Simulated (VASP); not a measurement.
Crystal: ZnS (Wurtzite-2H).

```xyz
4
Lattice="3.8110 0.0000 0.0000 -1.9055 3.3004 0.0000 0.0000 0.0000 6.2340" Properties=species:S:1:pos:R:3 pbc="T T T"
Zn    1.9055    1.1001    3.1170
Zn    0.0000    2.2003    0.0000
S     1.9055    1.1001    5.5171
S     0.0000    2.2003    2.4001
```

Base run:

| Property | Result |
| --- | --- |
| Program | VASP 6.6.1 |
| Functional | RPBE |
| Potentials or basis | VASP PAW PBE potentials, release 64 (Zn, S) |
| Cutoff | 520 eV |
| k mesh | 8 × 8 × 5 |
| Occupations | fermi-dirac, width 0.05 eV |
| Spin | no spin polarisation |

Its results: band gap on the k mesh 2.42 eV, direct.

**Question.** The run is repeated on the same cell with these changes: functional from RPBE to BLYP; further incar settings from ALGO = Fast; EDIFF = 1e-06; NBANDS = 26 to ALGO = Fast; EDIFF = 1e-07. What comes out?

**Answer.** Band gap on the k mesh 2.26 eV, direct.
